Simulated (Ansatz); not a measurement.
Runs of Ansatz 0.2.0 on Ni. It takes space group P6_3/mmc (No. 194, hexagonal). Conventional cell: a = 2.448 Å, b = 2.448 Å, c = 4.073 Å, α = 90.00°, β = 90.00°, γ = 120.00°. Ni (site symmetry -6m2) has 12 Ni at 2.45 to 2.48 Å as nearest neighbours. This isn't the form of Ni at room conditions, which is fcc.

| task | level | cutoff (eV) | basis error allowed | pressure (GPa) | moment (μB) | V0 of scaled cells (Å³/atom) | B0 (GPa) |
| --- | --- | --- | --- | --- | --- | --- | --- |
| equation of state | LDA | - | 0.001 eV/atom | - | - | 10.06 | (b) |
| band structure | LDA | 323 | 0.001 eV/atom | (a) | 1.24 | - | - |
| equation of state | PBEsol | - | 0.0005 eV/atom | - | - | 10.42 | 226 |
| equation of state | PBEsol | - | 0.001 eV/atom | - | - | 10.42 | 226 |
| single point | PBEsol | 323 | 0.001 eV/atom | -3.0 | 1.30 | - | - |

Alike in all rows: potentials or basis all-electron LAPW, scalar-relativistic; spin collinear, ferromagnetic start; cell as given; k mesh 12 × 12 × 7; smearing fermi-dirac 0.05 eV.

Task: Estimate the missing entries.

Result: (a) -11.0; (b) 251.

Caveats: the cell was scaled at fixed shape and fractional positions, which overstates the stiffness of a crystal with free parameters, most of all of layers and chains (some runs).

Not every run made on this cell is shown here.
